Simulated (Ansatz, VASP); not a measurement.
# BN in VASP and in Ansatz

```xyz
4
Lattice="0.0000 -1.8048 -1.8049 0.0000 1.8048 -1.8049 3.6097 -0.0001 0.0000" Properties=species:S:1:pos:R:3 pbc="T T T"
B     1.8049    0.0000   -1.8050
B     0.0000    0.0000    0.0000
N     0.9024    0.9024   -0.9024
N     2.7073   -0.9025   -0.9024
```

Change from the starting cell: all atoms moved at random, sigma 0.02 Å a component, cell strained at random, sigma 0.1; relaxed back.

Alike in both runs: functional r2SCAN; k mesh 8 × 8 × 6; occupations gaussian, width 0.05 eV; no spin polarisation.

Ansatz relaxed the structure, and its values are those at the end. VASP's run is a single point on that final structure, the one shown.

|  | VASP | Ansatz |
| --- | --- | --- |
| version | VASP 6.6.1 | Ansatz 0.2.0 |
| potentials or method | VASP PAW PBE potentials, release 64 (B, N) | scalar-relativistic, plane waves, PAW |
| plane-wave cutoff (eV) | 520 | 500 |
| valence electrons in the cell | 16 | 16 |

|  | VASP | Ansatz | Ansatz less VASP |
| --- | --- | --- | --- |
| gap on the k mesh at the Fermi level (eV) | 4.98 | 5.00 | +0.021 |
| least direct gap on the mesh (eV) | 4.98 | 5.00 | +0.021 |
| pressure (GPa) | 1.1 | 0.0 | -1.11 |

The functional is the same, so the differences come from potentials, cutoffs and numerics.

Caveats: the PAW data sets were made with another functional, which shifts forces and pressure a little (VASP). A k mesh can miss the band edges.
